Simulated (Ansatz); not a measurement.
CdS:

```
Cd S
1.0
     0.00000    2.75324    2.75324
     2.75324    0.00000    2.75324
     2.75324    2.75324    0.00000
Cd S
1 1
Direct
  0.00000 0.00000 0.00000
  0.50000 0.50000 0.50000
```

Measurements of this composition are mostly on another form, of space group No. 186.

```yaml
Program: Ansatz 0.2.0
Task: relaxation of cell and atoms
Functional: LDA
Potentials_or_basis: Ansatz PAW
Cutoff: "420 eV (not typed: the program's choice for these potentials)"
k_mesh: 8 × 8 × 8
Occupations: fermi-dirac, width 0.05 eV
Spin: no spin polarisation
```

At the start: volume 20.87 Å³/atom.

Q: How do energy, volume and symmetry change on relaxing?

A: It ends after 6 steps and the volume is 19.03 Å³/atom (-8.8 %); space group Fm-3m (No. 225, to 0.05 Å).

The path:
| step | energy change (eV) | largest force (eV/Å) | volume (Å³) |
| --- | --- | --- | --- |
| 1 | 0.0000 | 0.0000 | 41.74 |
| 2 | -0.0502 | 0.0000 | 35.97 |
| 3 | -0.0857 | 0.0000 | 38.44 |
| 4 | -0.0868 | 0.0000 | 38.10 |
| 5 | -0.0868 | 0.0000 | 38.06 |
| 6 | -0.0862 | 0.0000 | 38.06 |

Final structure:
```yaml
crystal:
  lattice:
    - [0.00000, 2.66976, 2.66976]
    - [2.66976, 0.00000, 2.66976]
    - [2.66976, 2.66976, 0.00000]
  atoms:
    - { symbol: Cd, position: [0.00000, 0.00000, 0.00000] }
    - { symbol: S, position: [0.50000, 0.50000, 0.50000] }
```

Caveat: the plane-wave basis is chosen anew once the cell has moved, so the energies of steps on either side of that aren't comparable; the PAW data sets come from PBE, with cores solved anew for the run's functional, which leaves a small shift of forces and pressure.
